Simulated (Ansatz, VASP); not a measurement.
**BaZrO3 in VASP and in Ansatz**

The input INCAR:

```
PREC     = Accurate       # precision mode
ENCUT    = 520            # plane-wave cutoff, eV
EDIFF    = 1E-6           # SCF threshold, eV
ISMEAR   = 0              # smearing method
SIGMA    = 0.01           # smearing width, eV
LREAL    = False          # projectors in reciprocal space
LASPH    = True           # aspherical terms in the spheres
NELM     = 100            # most SCF steps
ALGO     = Fast           # electronic algorithm
ISIF     = 2              # what is computed and relaxed
LWAVE    = False          # write WAVECAR
LCHARG   = True           # write CHGCAR
GGA      = PE             # functional
LELF     = True           # ELF
LVHAR    = True         
NBANDS   = 28             # bands
```

File KPOINTS:

```
Automatic mesh
0
Gamma
  5 5 5
```

Contents of POSCAR:

```
BaZrO3
1.0
    4.1913400000      0.0000000000      0.0000000000
    0.0000000000      4.1913400000      0.0000000000
    0.0000000000      0.0000000000      4.1913400000
Ba Zr O
1 1 3
Direct
    0.0000000000      0.0000000000      0.0000000000
    0.5000000000      0.5000000000      0.5000000000
    0.0000000000      0.5000000000      0.5000000000
    0.5000000000      0.0000000000      0.5000000000
    0.5000000000      0.5000000000      0.0000000000
```

Input for Ansatz:

```yaml
crystal:
  lattice:
    - [4.19134, 0.0, 0.0]
    - [0.0, 4.19134, 0.0]
    - [0.0, 0.0, 4.19134]
  atoms:
    - { symbol: Ba, position: [0.0, 0.0, 0.0] }
    - { symbol: Zr, position: [0.5, 0.5, 0.5] }
    - { symbol: O, position: [0.0, 0.5, 0.5] }
    - { symbol: O, position: [0.5, 0.0, 0.5] }
    - { symbol: O, position: [0.5, 0.5, 0.0] }
kpoints:
  mp_grid:
    grid: [5, 5, 5]
    shift: [0.0, 0.0, 0.0]
hamiltonian:
  xc: pbe
scf:
  n_extra_bands: 12
  convergence:
    dr2_threshold: 1.0e-06
  occupations:
    method: fixed
output:
  write_density: true
  stress: true
  eigenvalues: true
```

Alike in both runs: task single point; functional PBE; k mesh 5 × 5 × 5; no spin polarisation.

|  | VASP | Ansatz |
| --- | --- | --- |
| version | VASP 6.6.1 | Ansatz 0.2.0 |
| potentials or method | VASP PAW PBE potentials, release 64 (Ba_sv, Zr_sv, O) | plane waves, PAW |
| plane-wave cutoff (eV) | 520 | 420 |
| occupations | gaussian, width 0.01 eV | fixed |
| valence electrons in the cell | 40 | 40 |

VASP gave:

```
gap on the k mesh at the Fermi level (eV) : 3.29
pressure (GPa)                            : 5.1
```

Problem. Estimate Ansatz's values.

Solution. gap on the k mesh at the Fermi level (eV): 3.34; pressure (GPa): 4.1.

Ansatz warned: «stress_scf_threshold_loose».

Caveats: spin-orbit coupling is left out, which moves the levels of the heavy elements; an odd mesh through Γ misses points on the zone boundary, where band edges often lie.
